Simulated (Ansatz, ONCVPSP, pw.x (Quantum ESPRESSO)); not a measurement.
## Equation-of-state test of one ONCV potential (B)

```
Element                 : boron (B)
Generator               : ONCVPSP 4.0.1.1 (patched build)
Type                    : optimised norm-conserving Vanderbilt (ONCV)
Functional              : PBE
Relativity              : scalar-relativistic
Frozen core             : [He]
Valence charge          : 3
Reference configuration : 2s1 (charge +2)
Partial waves           : 2s: rc 1.15 bohr, ncon 4, nbas 7, qcut 5.9 1/bohr, local; p scattering state at 0.28 Ha: rc 1.15 bohr, ncon 4, nbas 7, qcut 6.8 1/bohr, 2 projectors, debl 3.8 Ha; d scattering state at 0.19 Ha: rc 1.20 bohr, ncon 3, nbas 7, qcut 8.8 1/bohr, 2 projectors, debl 3.2 Ha
Local potential         : the s channel
Core correction         : Teter function, fcfact 4.75, rcfact 1.05
```

In the p channel the program set the typed energies aside and used 0.050, 3.850 Ha.

Crystal test: fcc B in pw.x 7.5, no spin, 18³ k-points, Fermi–Dirac smearing 0.01 Ry, cutoffs 50/200 Ry. The reference is all-electron LAPW (Ansatz 0.2.0) with the same functional, mesh and smearing; V0 and B0 come from Birch–Murnaghan fits to the pressures at five volumes. Errors are pseudo minus all-electron; Δ is the rms difference of the E(V) curves that follow from these fits, minima aligned, over ±6 % about the mean V0. Mesh and smearing are coarse, so the numbers serve the comparison and aren't converged zero-temperature values; the lattice is a test structure that the element need not adopt.

All-electron: a0 = 2.867 Å (V0 = 5.89 Å³/atom), B0 = 270.8 GPa.

How far does the potential miss the all-electron equation of state?

mean pressure error (GPa): -6.50; a0 (Å): 2.844; a0 error (%): -0.80; B0 error (%): +3.6; Δ (meV/atom): 8.5. This is a poor potential for the solid.

```json
{"V (Å³/atom)": "5.603", "P all-electron (GPa)": "14.83", "P pseudo (GPa)": "7.53"}
{"V (Å³/atom)": "5.751", "P all-electron (GPa)": "6.76", "P pseudo (GPa)": "-0.11"}
{"V (Å³/atom)": "5.898", "P all-electron (GPa)": "-0.40", "P pseudo (GPa)": "-6.87"}
{"V (Å³/atom)": "6.045", "P all-electron (GPa)": "-6.74", "P pseudo (GPa)": "-12.85"}
{"V (Å³/atom)": "6.193", "P all-electron (GPa)": "-12.37", "P pseudo (GPa)": "-18.14"}
```

At the middle volume, how do free energy and pressure move when the wave cutoff is lowered (ecutrho kept at four times it)?

```csv
cutoff (Ry),shift of F (meV/atom),shift of P (GPa)
22,+700.4,-24.62
30,+221.8,-13.44
40,+38.0,-4.42
```

Input at the middle volume:

```
&control
  calculation='scf', prefix='x', pseudo_dir='./', outdir='./tmp', tstress=.true., disk_io='none'
/
&system
  ibrav=0, nat=1, ntyp=1, ecutwfc=50, ecutrho=200, nbnd=8,
  occupations='smearing', smearing='fd', degauss=0.01
/
&electrons
  conv_thr=1e-09, mixing_beta=0.4, electron_maxstep=70
/
ATOMIC_SPECIES
B 1.0 B.UPF
CELL_PARAMETERS angstrom
  0.00000000 1.43403007 1.43403007
  1.43403007 0.00000000 1.43403007
  1.43403007 1.43403007 0.00000000
ATOMIC_POSITIONS crystal
B 0.0000 0.0000 0.0000
K_POINTS automatic
18 18 18 0 0 0
```

```bash
pw.x < B.scf.in > B.scf.out
```

Lines of the output:

```
Message from routine setup:
     using ibrav=0 with symmetry is DISCOURAGED, use correct ibrav instead
     lattice parameter (alat)  =       3.8324  a.u.
     unit-cell volume          =      39.8017 (a.u.)^3
     number of electrons       =         3.00
     number of Kohn-Sham states=            8
     kinetic-energy cutoff     =      50.0000  Ry
     charge density cutoff     =     200.0000  Ry
     scf convergence threshold =      1.0E-09
     Exchange-correlation= PBE
     number of k points=   195  Fermi-Dirac smearing, width (Ry)=  0.0100
     iteration #  1     ecut=    50.00 Ry     beta= 0.40
     total energy              =      -5.68485390 Ry
     estimated scf accuracy    <       0.01759923 Ry
     iteration #  2     ecut=    50.00 Ry     beta= 0.40
     total energy              =      -5.68539695 Ry
     estimated scf accuracy    <       0.00610470 Ry
     iteration #  3     ecut=    50.00 Ry     beta= 0.40
     total energy              =      -5.68554357 Ry
     estimated scf accuracy    <       0.00000915 Ry
     iteration #  4     ecut=    50.00 Ry     beta= 0.40
     total energy              =      -5.68554587 Ry
     estimated scf accuracy    <       0.00000427 Ry
     iteration #  5     ecut=    50.00 Ry     beta= 0.40
     total energy              =      -5.68554599 Ry
     estimated scf accuracy    <          5.5E-09 Ry
     iteration #  6     ecut=    50.00 Ry     beta= 0.40
     the Fermi energy is    14.2578 ev
!    total energy              =      -5.68554599 Ry
     estimated scf accuracy    <          4.1E-10 Ry
     smearing contrib. (-TS)   =      -0.00098843 Ry
     The total energy is F=E-TS. E is the sum of the following terms:
     one-electron contribution =       4.20845586 Ry
     hartree contribution      =       0.02177200 Ry
     xc contribution           =      -2.30133251 Ry
     ewald contribution        =      -7.61345291 Ry
     convergence has been achieved in   6 iterations
          total   stress  (Ry/bohr**3)                   (kbar)     P=      -68.71
     Message from routine punch:
     Nothing written, as per user request (disk_io='none')
```

The run at the middle volume (195 k-points, 6 iterations) took about 5.1 s on one core of a shared host (Neoverse-V1, 32 threads, 247 GiB, load 23).
